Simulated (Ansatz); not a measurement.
input.yaml

```yaml
crystal:
  lattice:
    - [-1.913480883, 1.913480883, 2.6724579509]
    - [1.913480883, -1.913480883, 2.6724579509]
    - [1.913480883, 1.913480883, -2.6724579509]
  atoms:
    - { symbol: Na, position: [0.0, 0.0, 0.0] }
basis:
  ecutwfc: 500
kpoints:
  mp_grid: { grid: [16, 16, 16] }
hamiltonian:
  xc: r2scan
scf:
  occupations: { method: gaussian, width: 0.1 }
output:
  forces: true
  stress: true
  eigenvalues: true
```

It can be run as
```bash
ansatz run input.yaml --threads 1 --pin off --backend cpu --events-out ev --progress --plain --runs-dir out  # memory cap (--max-ram) not shown
```

Computed with Ansatz, DFT r2SCAN, scalar-relativistic, plane waves, PAW.

From the run's log, abridged (final results; tables in files aren't shown):

```
SCF 1 converged in 6 iterations: F = -1488.615468 eV  dr2 = 6.55e-11
SCF converged after 6 iterations
Free energy (F): -1488.615468 eV
Harris-Foulkes:  -1488.615468 eV  (|F-HF|=1.03e-10)
Internal energy: -1488.613420 eV  (E = F + TS)
E sigma→0 (E₀):  -1488.614444 eV
Entropy (-TS):   -0.002048 eV (-2.048 meV/atom)
Fermi energy:    1.538989 eV
--- Per-component energies (eV) ---
  E_band       = -254.417952
  E_kinetic    = 120.026668
  E_local      = -1461.403871  (includes V_loc(G=0)·N_el)
  E_nonlocal   = 115.873262
  E_hartree    = 536.443606
  E_xc         = -35.666966
  E_vxc        = -53.698942  (∫ρ·V_xc dr)
  E_paw        = -267.756198  (= ΣΔE_a)
  E_vpaw       = -52.958213  (= ΣTr[D̂ρ^β])
  E_aug_tail   = -0.000001  (compensation charges beyond the density's cutoff)
  E_vtau       = 4.855875  (kinetic-family band-sum trace: ∫τ·v_τ [+ j·A + Jᵃ·Aᵃ] dr)
  E_ewald      = -496.103654
  E_core_change = -0.026267  (= ΣΔE_core)
  E_smearing   = -0.002048  (= −TS)
--- Forces (eV/Å), atoms counted from 1 ---
  atom   1  Na     0.00000000     0.00000000     0.00000000
--- Stress (GPa, compression-positive) ---
       -0.276113       0.000000       0.000000
        0.000000      -0.276113       0.000000
        0.000000       0.000000      -0.238244
  P = ⅓ Tr σ = -0.2635 GPa (-2.635 kbar)
--- Band table (eV; the first three rows and the last of 349) ---
  k-point 0: bands = ["-54.0223", "-24.4177", "-24.4177", "-24.4177", "-1.8501", "13.1197", "13.1197", "13.1679", "14.2474"]
  k-point 1: bands = ["-54.0222", "-24.4188", "-24.4181", "-24.4181", "-1.7614", "12.2676", "12.5681", "12.6024", "14.4126"]
  k-point 2: bands = ["-54.0221", "-24.4219", "-24.4193", "-24.4192", "-1.4960", "11.1884", "11.7032", "11.7277", "13.2413"]
  k-point 348: bands = ["-54.0204", "-24.4458", "-24.4290", "-24.4290", "3.4167", "4.0980", "7.9729", "8.9411", "8.9411"]
```

The run converged.